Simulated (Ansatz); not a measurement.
TePt, 4 atoms in the cell. It takes space group R-3m (No. 166, trigonal). The conventional cell has a = 3.963 Å, b = 3.963 Å, c = 19.983 Å, α = 90.00°, β = 90.00°, γ = 120.00°. Pt (site symmetry 3m) is surrounded by 3 Te at 2.59 Å and 3 Pt at 2.72 Å. Te (site symmetry 3m) has 3 Pt at 2.59 Å as nearest neighbours. 

```yaml
Program: Ansatz 0.2.0
Task: density of states
Functional: PBEsol
Potentials_or_basis: all-electron LAPW, scalar-relativistic
Cutoff: 288 eV (chosen from the basis error)
Basis_error_allowed: 0.002 eV/atom
k_mesh: 8 × 8 × 8
Occupations: fermi-dirac, width 0.05 eV
Spin: no spin polarisation
Hubbard_terms: Pt d U = 2 eV
```

Potentials or basis: all-electron LAPW, scalar-relativistic.

Launch:

```bash
$ ansatz run input.yaml --threads 2 --pin off --max-ram 8192MiB --backend cpu --events-out ev --progress --plain --runs-dir out
```

Hardware: 2 threads of Intel(R) Xeon(R) 6975P-C (Granite Rapids) (shared host).

Question: Estimate the wall time of this run.

Answer: Wall time 32 s on 2 threads of Intel(R) Xeon(R) 6975P-C (Granite Rapids), with other jobs on the host, peak memory 1.1 GiB. Counts: scf iterations 8, plane waves 1027, k points 65, bands 80.
